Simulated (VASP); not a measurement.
Runs of VASP 6.6.1 on PtSe2. Symmetry: C2/m, No. 12, monoclinic system. Conventional cell: a = 6.560 Å, b = 4.022 Å, c = 4.626 Å, α = 90.00°, β = 90.04°, γ = 90.00°. Around Pt (site symmetry 2/m) lie 6 Se at 2.45 to 2.71 Å. Around Se (site symmetry m) lie 3 Pt at 2.45 to 2.71 Å. The cell was built by a generator and isn't the measured one.

| spin | U | fixed moment (μB) | gap on the mesh (eV) | pressure (GPa) | moment (μB) | largest force (eV/Å) |
| --- | --- | --- | --- | --- | --- | --- |
| collinear, random start | Pt d U = 4 eV | - | none | -11.1 | 0.00 | 1.13 |
| collinear, ferromagnetic start | Pt d U = 8 eV | - | none | -13.5 | 0.00 | 1.04 |
| collinear, ferromagnetic start | Pt d U = 4 eV | 1 | - | (b) | 1.00 | 1.03 |
| collinear, ferromagnetic start | Pt d U = 8 eV | 3 | - | (a) | 3.00 | 0.52 |
| collinear, random start | Pt d U = 8 eV | - | none | -13.5 | 0.00 | 1.04 |
| collinear, zero start | Pt d U = 8 eV | - | none | -13.5 | 0.00 | 1.04 |
| collinear, ferromagnetic start | Pt d U = 4 eV | - | none | -11.1 | 0.00 | 1.13 |
| non-collinear, random start, SOC | Pt d U = 8 eV | - | - | -13.3 | 0.01 | 1.05 |

Alike in all rows: task single point; level LDA+U; potentials or basis VASP PAW LDA potentials, release 64 (Pt, Se); cell as given; k mesh 6 × 6 × 4; cutoff (eV) 520; smearing gaussian 0.05 eV.

**Question.** Fill in the values left out.

**Answer.** (a) -0.9; (b) -9.6.

Caveats: forces of over 1 eV/Å show positions far from the minimum, so gaps and moduli don't describe the material at rest (some runs); the total moment is fixed, so each spin has its own Fermi level (some runs); the moment is held away from its start (some runs).

A k mesh can miss the band edges, and rows without SOC leave out spin-orbit coupling on Pt, Se.

A gap of «none» marks a metal or a gap under the smearing width.
